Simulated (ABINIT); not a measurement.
WS2: single point with PBEsol

WS2:

```
CELL_PARAMETERS angstrom
1.57900 0.91164 6.16333
-1.57900 0.91164 6.16333
0.00000 -1.82327 6.16333
ATOMIC_POSITIONS crystal
W 0.00000 0.00000 0.00000
S 0.58100 0.58100 0.58100
S 0.75030 0.75030 0.75030
```

Measurements of this composition are mostly on another form, of space group No. 194.

| Quantity | Value |
| --- | --- |
| Program | ABINIT 10.8.3 (patched build) |
| Task | single point |
| Functional | PBEsol |
| Potentials or basis | PseudoDojo NC SR PBEsol v0.4.1 standard |
| Cutoff | 844 eV |
| k mesh | 8 × 8 × 8 |
| Occupations | fermi-dirac, width 0.05 eV |
| Spin | no spin polarisation |

```
Pressure                                              : -0.7 GPa
Largest force                                         : 0.599 eV/Å
Band gap on the k mesh                                : 1.12 eV, indirect (least direct gap 2.29 eV)
Valence electrons inside the program's atomic spheres : W 10.16; S 3.94, 3.96
```

Forces on the atoms (eV/Å):
```
W    0.000  0.000 -0.599
S    0.000  0.000  0.363
S    0.000  0.000  0.236
```

Stress tensor (GPa, compression positive):
```
-1.00  0.00  0.00
 0.00 -1.00  0.00
 0.00  0.00  0.02
```

Levels at points of the mesh, in eV from the valence-band top:
```
           k point  band 9  band 10  band 11  band 12  band 13  band 14  band 15  band 16  band 17
(0.00, 0.00, 0.00)   -3.55    -2.30    -2.30    -1.57    -1.23     2.17     2.17     2.54     2.54
(0.50, 0.00, 0.00)   -5.32    -4.18    -2.57    -1.81    -1.74     2.29     2.57     3.56     3.86
(0.50, 0.50, 0.00)   -5.02    -4.09    -3.18    -2.01    -1.56     2.24     2.69     3.17     4.69
(0.50, 0.50, 0.50)   -3.57    -3.57    -2.27    -2.27     0.00     2.29     2.29     2.38     2.38
```

Wall time 5.9 min on 1 thread of Arm Neoverse V1, with other jobs on the host, peak memory 0.19 GiB.

Caveat: the cutoff is short for stress, so the pressure is rough; spin-orbit coupling is left out, which moves the levels of the heavy elements. As with any semilocal functional, this PBEsol gap is likely too small.
